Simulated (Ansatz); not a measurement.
# The perfect armchair graphene nanoribbon (N = 16, H edges), part 4 of 4

Aim: is the armchair graphene nanoribbon (N = 16, H edges) a metal or a semiconductor?

Ansatz 0.2.0; DFT PBE, plane waves, PAW; relaxation of a wire's period (the session's first sound run).

So far, band gap (eV): step 3 (the perfect wire, PBE) 0.708; step 5 (PBEsol PBE, k-mesh 1×1×15) 0.709; step 6 (r2SCAN PBE, cutoff 500 eV, k-mesh 1×1×15) 0.755; step 8 (relaxing the atoms, period over the relaxed period 0.97, k-mesh …, PBE) 0.640; step 9 (relaxing the atoms, period over the relaxed period 1.06, k-mesh …, PBE) 0.0326.

## (10) A varied input

This step: DFT LDA, plane waves, PAW; bands of a perfect wire at the PBE geometry; changed: kpoints.mp_grid.grid = [1, 1, 1], scf.max_iter = 50 (Ansatz 0.2.0).

The input of the band run (LDA) is made doubtful on purpose.

Contents of input.yaml:

```yaml
crystal:
  lattice:
    - [27.3, 0.0, 0.0]
    - [0.0, 7.0, 0.0]
    - [0.0, 0.0, 4.2839042212]
  atoms:
    - { symbol: C, position: [0.162290493, 0.5, 0.006822987] }
    - { symbol: C, position: [0.251519008, 0.5, 0.999833617] }
    - { symbol: C, position: [0.341994555, 0.5, 0.999769322] }
    - { symbol: C, position: [0.432282866, 0.5, 0.000412201] }
    - { symbol: C, position: [0.522546229, 0.5, 0.999954118] }
    - { symbol: C, position: [0.612928489, 0.5, 1.353e-06] }
    - { symbol: C, position: [0.703129, 0.5, 0.000720407] }
    - { symbol: C, position: [0.793550327, 0.5, 0.998915539] }
    - { symbol: C, position: [0.162290493, 0.5, 0.326510346] }
    - { symbol: C, position: [0.251519008, 0.5, 0.333499716] }
    - { symbol: C, position: [0.341994555, 0.5, 0.333564011] }
    - { symbol: C, position: [0.432282866, 0.5, 0.332921132] }
    - { symbol: C, position: [0.522546229, 0.5, 0.333379216] }
    - { symbol: C, position: [0.612928489, 0.5, 0.333331981] }
    - { symbol: C, position: [0.703129, 0.5, 0.332612927] }
    - { symbol: C, position: [0.793550327, 0.5, 0.334417795] }
    - { symbol: H, position: [0.872779169, 0.5, 0.386529315] }
    - { symbol: H, position: [0.127220831, 0.5, 0.446804018] }
    - { symbol: C, position: [0.206449673, 0.5, 0.498915539] }
    - { symbol: C, position: [0.296871, 0.5, 0.500720407] }
    - { symbol: C, position: [0.387071511, 0.5, 0.500001353] }
    - { symbol: C, position: [0.477453771, 0.5, 0.499954118] }
    - { symbol: C, position: [0.567717134, 0.5, 0.500412201] }
    - { symbol: C, position: [0.658005445, 0.5, 0.499769322] }
    - { symbol: C, position: [0.748480992, 0.5, 0.499833617] }
    - { symbol: C, position: [0.837709507, 0.5, 0.506822987] }
    - { symbol: C, position: [0.206449673, 0.5, 0.834417795] }
    - { symbol: C, position: [0.296871, 0.5, 0.832612927] }
    - { symbol: C, position: [0.387071511, 0.5, 0.833331981] }
    - { symbol: C, position: [0.477453771, 0.5, 0.833379216] }
    - { symbol: C, position: [0.567717134, 0.5, 0.832921132] }
    - { symbol: C, position: [0.658005445, 0.5, 0.833564011] }
    - { symbol: C, position: [0.748480992, 0.5, 0.833499716] }
    - { symbol: C, position: [0.837709507, 0.5, 0.826510346] }
    - { symbol: H, position: [0.127220831, 0.5, 0.886529315] }
    - { symbol: H, position: [0.872779169, 0.5, 0.946804018] }
kpoints:
  mp_grid: { grid: [1, 1, 1] }
  band_path: { path: ["Γ", Z], npoints: 50 }
scf:
  occupations: { method: fermi_dirac, width: 0.05 }
  max_iter: 50
hamiltonian:
  xc: lda
```

Started as:

```console
$ ansatz run input.yaml --threads 4 --pin off --max-ram 16384MiB --backend cpu --events-out ev --progress --plain --runs-dir out
```

Numbers of over 12 decimals in the logs are rounded to 6 here.

The log of the run:

```text
[...]
Crystal: 36 atoms, lattice volume = 818.654 Å³
Basis set: ecut = 420 eV, 16019 PW (Γ)
Bands: 102, of which v1, the nominal top of the filled ones, is band 66 counted from 1 (65 counted from 0)
Symmetry: 8 space group operations
[...]
k-points: 1
[...]
SCF iter   1: F=—  HF=-7823.097538 eV  |F-HF|=—  |Δ(HF+E_count)|=         —  Δρ=8.18e-3  dr2=6.73e-1  ethr=1.77e-3  ⟨swp⟩=10.0  Hψ=589  notcnv=0  defer=18
[...]
SCF iter  12: F=-7822.966411 eV  HF=-7822.966411 eV  |F-HF|=5.34e-8  |Δ(HF+E_count)|=   5.29e-9  Δρ=1.72e-6  dr2=7.07e-8  ethr=7.58e-11  ⟨swp⟩=23.0  Hψ=649  notcnv=0
SCF 1 converged in 12 iterations: F = -7822.966411 eV  dr2 = 7.07e-8
[...]
SCF converged after 12 iterations
Free energy (F): -7822.966411 eV
[...]
Internal energy: -7822.964890 eV  (E = F + TS)
E sigma→0 (E₀):  -7822.965651 eV
Entropy (-TS):   -0.001520 eV (-0.042 meV/atom)
Fermi energy:    -0.359130 eV
[...]
--- Band table (eV) ---
  k-point 0: bands = [... 62 lower, -1.6463, -1.4780, -0.8138, -0.7165, 0.0026, 0.0725, 0.6349, 0.9504, ... 32 higher]
```

Run time: 60 s. Hardware: 4 threads of Intel Xeon Platinum 8259CL at 2.50GHz (Skylake/Cascade Lake), shared host; peak memory 3.1 GiB; 3.9 min of CPU time.

Residual by cycle:

cycle, log10 residual and a bar from the least value:
```
        1       -0.2 ##########################
        2        0.9 ##############################
        3        0.1 ###########################
        4       -0.8 ########################
        5       -1.3 ######################
        6       -2.5 #################
        7       -3.0 ###############
        8       -4.0 ############
        9       -5.3 #######
       10       -5.8 #####
       11       -6.9 #
       12       -7.2
```

The run finished. A setting was moved off its sound value on purpose, so it serves as a test and not as the result.

The fault put into the input: one k-point for a small cell (kpoints.mp_grid.grid = [1, 1, 1]).

## (11) A varied input

This step: DFT LDA, plane waves, PAW; bands of a perfect wire at the PBE geometry; changed: accuracy = "yes please", scf.max_iter = 100 (Ansatz 0.2.0).

The input of the band run (LDA) is made doubtful on purpose.

Edit input.yaml of step 10 so:

```diff
@@ -43,3 +43,3 @@
 kpoints:
-  mp_grid: { grid: [1, 1, 1] }
+  mp_grid: { grid: [1, 1, 15] }
   band_path: { path: ["Γ", Z], npoints: 50 }
@@ -47,4 +47,5 @@
   occupations: { method: fermi_dirac, width: 0.05 }
-  max_iter: 50
+  max_iter: 100
 hamiltonian:
   xc: lda
+accuracy: "yes please"
```

The log of the run:

```text
Error: YAML parse error: error: line 51 column 1: unknown variant `yes please`, expected one of low, medium, high
  --> <input>:51:1
   |
49 | hamiltonian:
50 |   xc: lda
51 | accuracy: "yes please"
   | ^ unknown variant `yes please`, expected one of low, medium, high
```

Run time: 0.04 s. Hardware: 4 threads; peak memory 0.031 GiB.

The input was rejected at the start.

The program's message: “Error: YAML parse error: error: line 51 column 1: unknown variant `yes please`, expected one of low, medium, high”

The change that led to it: accuracy = "yes please".

## (12) Results

```json
{"cell length, PBE": "4.284 Å", "gap, PBE": "0.708 eV", "gap, LDA": "0.707 eV", "gap, PBEsol": "0.709 eV", "gap, r2SCAN": "0.755 eV", "gap, period scaled by 0.97": "0.640 eV", "gap, period scaled by 1.06": "0.0326 eV"}
```

**Reading.** Under PBE the cell's length is 4.28 Å, and a gap of 0.71 eV makes it a semiconductor. At the relaxed period the wire is gapped under every functional, from 0.71 eV (LDA) to 0.75 eV (r2SCAN). Weak screening in one dimension makes quasiparticle gaps larger than the semilocal gaps, as a rule. Strain matters: under PBE the gap goes from 0.71 eV to 0.640 eV at 0.97 times the period and 0.0326 eV at 1.06 times the period. Where the gap is under about 0.35 eV, the smearing of 0.05 eV partly fills the band edges in the SCF.

[Logs are printed without paths, hosts, clocks, repeated set-up lines and the standing remarks that a program may print on its own settings, such as how far it seeks lower states.]

[Hosts, paths, dates, database ids (printed as entryN), source tags and the programs' standing remarks are cut or masked in the printed files.]
